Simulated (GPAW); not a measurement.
Here is a GPAW 26.7.0 calculation.

Contents of run.py:

```python
from ase import Atoms
from ase.dft.bandgap import bandgap
from ase.io import write
from ase.units import GPa
from gpaw import GPAW, PW, setup_paths

setup_paths.insert(0, '.')

atoms = Atoms(['W', 'S', 'S'],
              cell=[[3.1835163552, 0.0, 0.0],
                    [-1.5917581776, 2.7570060369, 0.0],
                    [0.0, 0.0, 16.95057789]],
              scaled_positions=[[-0.002252, 0.000959, -0.002354],
                                [0.339847, 0.659467, 0.092874],
                                [0.331534, 0.658482, 0.908785]],
              pbc=True)

calc = GPAW(mode=PW(600),
            xc='PBEsol',
            kpts={'size': (10, 10, 2), 'gamma': True},
            occupations={'name': 'fermi-dirac', 'width': 0.05},
            nbands=25,
            convergence={'density': 1e-05, 'energy': 1e-05},
            maxiter=150,
            txt='gpaw.txt')
atoms.calc = calc
energy = atoms.get_potential_energy()
forces = atoms.get_forces()
stress = atoms.get_stress()
calc.write('gs.gpw')
write('result.traj', atoms)
print(f'Energy: {energy:.6f} eV')
print('Forces (eV/A):')
print(forces.round(4))
print('Stress (GPa):', (stress / GPa).round(3))
print('Fermi level:', round(calc.get_fermi_level(), 4), 'eV')
print(f'Gap: {bandgap(calc)[0]:.4f} eV, direct: {bandgap(calc, direct=True)[0]:.4f} eV')
```

Potentials or basis: PAW data sets generated in the run's folder for this functional, pw.

The run is started by

```sh
$ gpaw-setup -f PBEsol S W
$ OMP_NUM_THREADS=1 python run.py
```

Question: Estimate the largest force.

Answer: 1.884 eV/Å.

Question: Estimate the band gap on the k mesh.

Answer: 1.91 eV, indirect (least direct gap 2.12 eV).

Forces in eV/Å, atoms in the order of the input:
```
W    0.568 -0.509  1.723
S   -0.369  0.205 -0.929
S   -0.199  0.304 -0.795
```

Caveat: spin-orbit coupling is left out, which moves the levels of the heavy elements.
